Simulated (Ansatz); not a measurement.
## Point defect: H interstitial in MoS₂

Method: Ansatz, DFT PBE, scalar-relativistic, plane waves, PAW. Run with 420 eV cutoff, 2×2×2 k-mesh, shifted by half a step, Gaussian smearing of 0.01 eV, collinear spin in charge 0 alone.

Host crystal, relaxed:

```
Mo S
1.0
     1.59259    0.91948    7.43833
    -1.59259    0.91948    7.43833
     0.00000   -1.83896    7.43833
Mo S
1 2
Direct
  0.99978 0.99978 0.99978
  0.40313 0.40313 0.40313
  0.26309 0.26309 0.26309
```

Supercell of 39 atoms, rows in host cell vectors: -2 2 1; 1 -2 2; 2 1 -2. Atoms relax at the host's cell from a start displaced at random by 0.06 Å near the defect, so other minima may exist. The cell is small, so energies carry finite-size errors of tenths of an eV. The host's Kohn–Sham gap is 1.45 eV.

Defect: H interstitial, charge -1.

Command:

```bash
ansatz run input.yaml --threads 4 --pin off --max-ram 10240MiB --backend cpu --events-out ev --progress --plain --runs-dir out
```

The input:

```yaml
crystal:
  lattice:
    - [-6.3703533152, -1.8389626007, 7.4383293001]
    - [4.7777649864, -4.5974065017, 7.4383293001]
    - [1.5925883288, 6.4363691023, 7.4383293001]
  atoms:
    - { symbol: Mo, position: [0.6908674625, 0.2311886387, 0.0781229213] }
    - { symbol: Mo, position: [0.9997642026, 0.999490073, 1.0010389757] }
    - { symbol: Mo, position: [0.3841585453, 0.4617177437, 0.1561688568] }
    - { symbol: Mo, position: [0.7674217467, 0.9238394235, 0.3026882484] }
    - { symbol: Mo, position: [0.4621298319, 0.1537904683, 0.3868828711] }
    - { symbol: Mo, position: [0.8476180835, 0.6166436871, 0.5444848137] }
    - { symbol: Mo, position: [0.9231420207, 0.3072243161, 0.771810387] }
    - { symbol: Mo, position: [0.0759034084, 0.6930071819, 0.233618403] }
    - { symbol: Mo, position: [0.1539861083, 0.3851931398, 0.4645041045] }
    - { symbol: Mo, position: [0.539936844, 0.847506477, 0.6213327877] }
    - { symbol: Mo, position: [0.2312406251, 0.0772688596, 0.6949403404] }
    - { symbol: Mo, position: [0.6150023963, 0.5386285742, 0.8494723104] }
    - { symbol: Mo, position: [0.3067519744, 0.7693879082, 0.9261577459] }
    - { symbol: S, position: [0.0977899762, 0.6346774752, 0.4822771173] }
    - { symbol: S, position: [0.4038535333, 0.4033541393, 0.4053894407] }
    - { symbol: S, position: [0.7897630842, 0.8649662058, 0.5815879945] }
    - { symbol: S, position: [0.1725114662, 0.3265637221, 0.7141596974] }
    - { symbol: S, position: [0.8677891494, 0.5535544734, 0.7929904997] }
    - { symbol: S, position: [0.2485773809, 0.0189068495, 0.9448850614] }
    - { symbol: S, position: [0.3253658015, 0.7111176553, 0.1756854976] }
    - { symbol: S, position: [0.4798245265, 0.0982916386, 0.6366406642] }
    - { symbol: S, position: [0.5513586367, 0.7894313751, 0.8738688418] }
    - { symbol: S, position: [0.9408100872, 0.2483595871, 0.0213499045] }
    - { symbol: S, position: [0.6336408678, 0.4798087284, 0.0988520117] }
    - { symbol: S, position: [0.0164365379, 0.9424072868, 0.2510135762] }
    - { symbol: S, position: [0.7114582081, 0.1714018447, 0.3270975621] }
    - { symbol: S, position: [0.9547089492, 0.4953603562, 0.3450211677] }
    - { symbol: S, position: [0.2629094822, 0.2635119655, 0.2665514517] }
    - { symbol: S, position: [0.6496560019, 0.7266304898, 0.4227755165] }
    - { symbol: S, position: [0.0332135528, 0.186663617, 0.5730992415] }
    - { symbol: S, position: [0.7254274276, 0.4190246274, 0.6498407952] }
    - { symbol: S, position: [0.1103369093, 0.8792821823, 0.8003679993] }
    - { symbol: S, position: [0.1854883787, 0.571174018, 0.0355410854] }
    - { symbol: S, position: [0.3422450613, 0.9551802241, 0.4976622689] }
    - { symbol: S, position: [0.4179390332, 0.6496335902, 0.7267510608] }
    - { symbol: S, position: [0.7978459575, 0.1112710226, 0.8803813501] }
    - { symbol: S, position: [0.492750927, 0.3414111558, 0.9570398499] }
    - { symbol: S, position: [0.8783341332, 0.8006611456, 0.1112351865] }
    - { symbol: S, position: [0.5681570988, 0.0337055089, 0.1863536407] }
    - { symbol: H, position: [0.806352438, 0.8393146874, 0.7241384777] }
  host:
    lattice:
      - [1.5925883288, 0.9194813003, 7.4383293001]
      - [-1.5925883288, 0.9194813003, 7.4383293001]
      - [0.0, -1.8389626007, 7.4383293001]
    atoms:
      - { symbol: Mo, position: [0.9997777548, 0.9997777548, 0.9997777548] }
      - { symbol: S, position: [0.4031331146, 0.4031331146, 0.4031331146] }
      - { symbol: S, position: [0.2630901306, 0.2630901306, 0.2630901306] }
total_charge: -1
basis:
  ecutwfc: 420
  xc_grid: 2
kpoints:
  mp_grid: { grid: [2, 2, 2], shift: [0.5, 0.5, 0.5] }
hamiltonian:
  xc: pbe
scf:
  occupations: { method: gaussian, width: 0.01 }
output:
  forces: true
  stress: false
  eigenvalues: true
  charged_corrections:
    defect_position: [0.83894231, 0.83173077, 0.82932692]
    epsilon: [[12.8691, 0.0, 0.0], [0.0, 12.8691, 0.0], [0.0, 0.0, 3.2679]]
  write_density: true
  write_potential: true
  elf: true
  volumetric_format: npy
relax:
  adjacent_minimum: "off"
  f_tol: 0.025
  max_steps: 45
```

From the output:

```
Warning: RAYON_NUM_THREADS=4 ignored (pool sized by the plan → 4); use --threads N
Crystal: 40 atoms, lattice volume = 849.604 Å³
Basis set: ecut = 420 eV, 16615 PW (Γ), exchange–correlation on 144×144×144 points (8 copies of the dense FFT grid, shifted against one another)
Bands: 210, of which v1, the nominal top of the filled ones, is band 170 counted from 1 (169 counted from 0)
Symmetry: 1 space group operations
Space group: P1 (ITA 1), of the structure as read, at distance tolerance 9.5e-5 Å
k-points: 4 of 8 (time reversal used)
relax step   1: F+E_penalty+E_count = -87922.22796163 eV  Δ(F+E_penalty+E_count) = +0.000e0 eV  max|allowed force component| = 7.178e-1 eV/Å  Δτ_max = 0.0000 Å
relax step   2: F+E_penalty+E_count = -87922.34146007 eV  Δ(F+E_penalty+E_count) = -1.135e-1 eV  max|allowed force component| = 2.535e-1 eV/Å  Δτ_max = 0.1955 Å
relax step   3: F+E_penalty+E_count = -87922.37158802 eV  Δ(F+E_penalty+E_count) = -3.013e-2 eV  max|allowed force component| = 6.844e-2 eV/Å  Δτ_max = 0.0281 Å
relax step   4: F+E_penalty+E_count = -87922.37313419 eV  Δ(F+E_penalty+E_count) = -1.546e-3 eV  max|allowed force component| = 3.745e-2 eV/Å  Δτ_max = 0.0067 Å
relax step   5: F+E_penalty+E_count = -87922.37343809 eV  Δ(F+E_penalty+E_count) = -3.039e-4 eV  max|allowed force component| = 2.172e-2 eV/Å  Δτ_max = 0.0049 Å
SCF converged after 8 iterations
Free energy (F): -87922.373438 eV
E sigma→0 (E₀):  -87922.373438 eV
Fermi energy:    8.884846 eV
```

The relaxation gained 0.15 eV in 5 steps. It took 57 s on 4 threads of AMD EPYC 9R45 96-Core Processor (Zen 5), on a shared host, peak memory 3.4 GiB.